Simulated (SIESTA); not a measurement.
Crystal: ZrS2.

```
Zr S
1.0
     3.69138    0.00000    0.00000
    -1.84569    3.19683    0.00000
     0.00000    0.00000    6.04108
Zr S
1 2
Direct
  0.00000 0.00000 0.00000
  0.33333 0.66667 0.23791
  0.66667 0.33333 0.76209
```

The cell is a database's computed one.

| Quantity | Value |
| --- | --- |
| Program | SIESTA 5.4.2 |
| Task | relaxation of cell and atoms |
| Functional | LDA |
| Potentials or basis | PseudoDojo 0.4 standard (LDA files) |
| Basis | DZP (energy shift 0.003 Ry; two zetas on semicore shells) |
| Grid cutoff | 800 Ry |
| Energy shift | 0.003 Ry |
| k mesh | 8 × 8 × 5 |
| Occupations | fermi-dirac, width 0.05 eV |
| Spin | no spin polarisation |

At the start: pressure -3.5 GPa; volume 23.76 Å³/atom.

How do energy, volume and symmetry change on relaxing?

Over 13 steps the energy falls by 34.1 meV/atom and the volume is 20.85 Å³/atom (-12.3 %); space group P-3m1 (No. 164, to 0.05 Å).

The path:
| step | energy change (eV) | largest force (eV/Å) | pressure (GPa) | volume (Å³) |
| --- | --- | --- | --- | --- |
| 1 | 0.0000 | 0.0090 | -3.49 | 71.29 |
| 2 | -0.0061 | 0.0351 | -3.15 | 71.02 |
| 3 | -0.0258 | 0.1745 | -1.91 | 69.91 |
| 4 | -0.0620 | 0.0523 | -1.32 | 67.04 |
| 5 | -0.0461 | 0.3227 | -3.25 | 67.99 |
| 6 | -0.0090 | 0.4590 | -4.76 | 70.04 |
| 7 | -0.0265 | 0.1953 | 6.01 | 57.44 |
| 8 | -0.0874 | 0.0356 | -0.64 | 64.97 |
| 9 | -0.1001 | 0.0182 | -0.30 | 63.37 |
| 10 | -0.1015 | 0.0128 | 0.14 | 62.05 |
| 11 | -0.1020 | 0.0090 | -0.12 | 62.81 |
| 12 | -0.1021 | 0.0053 | 0.06 | 62.28 |
| 13 | -0.1023 | 0.0029 | -0.04 | 62.55 |

Final structure:
```cif
data_structure
_symmetry_space_group_name_H-M 'P 1'
_symmetry_Int_Tables_number 1
_cell_length_a 3.5953
_cell_length_b 3.5953
_cell_length_c 5.5879
_cell_angle_alpha 90.000
_cell_angle_beta 90.000
_cell_angle_gamma 120.000
_cell_volume 62.55
loop_
_atom_site_label
_atom_site_type_symbol
_atom_site_fract_x
_atom_site_fract_y
_atom_site_fract_z
_atom_site_occupancy
Zr1 Zr 0.00000 0.00000 0.00000 1
S1 S 0.33333 0.66667 0.26395 1
S2 S 0.66667 0.33333 0.73605 1
```

Caveat: the basis of atomic orbitals isn't converged, which shifts pressures, moduli and gaps.
